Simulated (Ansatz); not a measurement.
`[GeH3][TeH]` + trifluoromethane → `FC(F)(F)[TeH]` + GeH₄  (formal exchange of groups at a Te–Ge bond)

Program: Ansatz. Geometries: PBE0-D4/def2-TZVP. ΔE: electronic, gas phase. CCSD(T)/CBS adds triple-zeta CCSD(T) − MP2 to the extrapolated MP2 energy (def2 sets, frozen cores). This one scheme is used for every species. DFT in def2-TZVPP. def2 core potentials past Kr. For Ge, Te outer-core shells are correlated without core-valence functions, which leaves a few kJ/mol of doubt a bond. Scalar relativity is left out up to krypton.

Problem. Is it downhill or uphill in electronic energy at CCSD(T)/CBS, and by how much? (An estimate is asked.)

Solution. Ansatz gave: Uphill: ΔE = +30.6 kcal/mol.

Problem. What do these levels give: revPBE-D4, B97M-V, r2SCANh-D4, BHLYP-D4, CAM-B3LYP-D4, revPBE, r2SCAN0, BHLYP, RPA@PBE/def2-TZVPP, CCSD/def2-SVP, SCS-MP2/def2-TZVPP, CCSD/def2-TZVPP? (Estimate.)

Solution. The calculation gave: revPBE-D4 27.2, B97M-V 27.1, r2SCANh-D4 30.0, BHLYP-D4 32.7, CAM-B3LYP-D4 29.1, revPBE 28.8, r2SCAN0 31.7, BHLYP 32.6, RPA@PBE/def2-TZVPP 29.1, CCSD/def2-SVP 33.3, SCS-MP2/def2-TZVPP 32.0, CCSD/def2-TZVPP 31.9 kcal/mol.

Largest T1 diagnostic among the species: 0.012.

At CCSD(T), def2-SVP lies +1.6 kcal/mol from the extrapolated value and def2-TZVPP +0.3 kcal/mol. From PBE to PBE0 (25 % exact exchange), in def2-TZVPP and without D4, ΔE moves by +2.9 kcal/mol. Leaving LDA and LC-ωPBE aside and taking each functional with its dispersion term where it has one, the values, not all of them listed here, spread over 6.3 kcal/mol, from BLYP-D4 to PBE-QIDH. LDA lies −1.6 kcal/mol from PBE without D4.
